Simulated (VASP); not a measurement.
## GaN: single point with PBE

Crystal: GaN.

```
CELL_PARAMETERS angstrom
0.00000 2.16726 2.13524
2.16726 0.00000 2.13524
2.16726 2.16726 0.00000
ATOMIC_POSITIONS crystal
Ga 0.00000 0.00000 0.00000
N 0.50000 0.50000 0.50000
```

Measurements of this composition are mostly on another form, of space group No. 186.

The cell isn't the ideal one: strain +0.015 along x and y, +0.000 along z, atoms carried along.

| Quantity | Value |
| --- | --- |
| Program | VASP 6.6.1 |
| Task | single point |
| Functional | PBE |
| Potentials or basis | VASP PAW PBE potentials, release 64 (Ga_d, N) |
| Cutoff | 520 eV |
| k mesh | 14 × 14 × 14 |
| Occupations | gaussian, width 0.05 eV |
| Spin | no spin polarisation |
| Dipole correction | no |
| Further INCAR settings | ALGO = Normal; EDIFF = 1e-07; NBANDS = 16 |

The pressure is -5.3 GPa and the band gap on the k mesh is 0.12 eV, indirect (least direct gap 1.97 eV).

Stress tensor (GPa, compression positive):
```
-5.99  0.00  0.00
 0.00 -5.99  0.00
 0.00  0.00 -4.07
```

Levels at points of the mesh, in eV from the valence-band top:
```
           k point  band 7  band 8  band 9  band 10  band 11  band 12
(0.00, 0.00, 0.00)   -0.55   -0.41   -0.41     1.55    14.33    14.33
(0.50, 0.00, 0.00)   -7.94   -0.21   -0.15     4.42     8.60     8.62
(0.50, 0.50, 0.00)   -6.65   -2.88   -2.88     0.12     7.65    11.44
(0.50, 0.00, 0.50)   -6.68   -2.91   -2.70     0.26     7.81    11.25
```

It took 22 s on 1 thread of Intel(R) Xeon(R) 6975P-C (Granite Rapids) (shared host), peak memory 0.19 GiB.

A k mesh can miss the band edges.
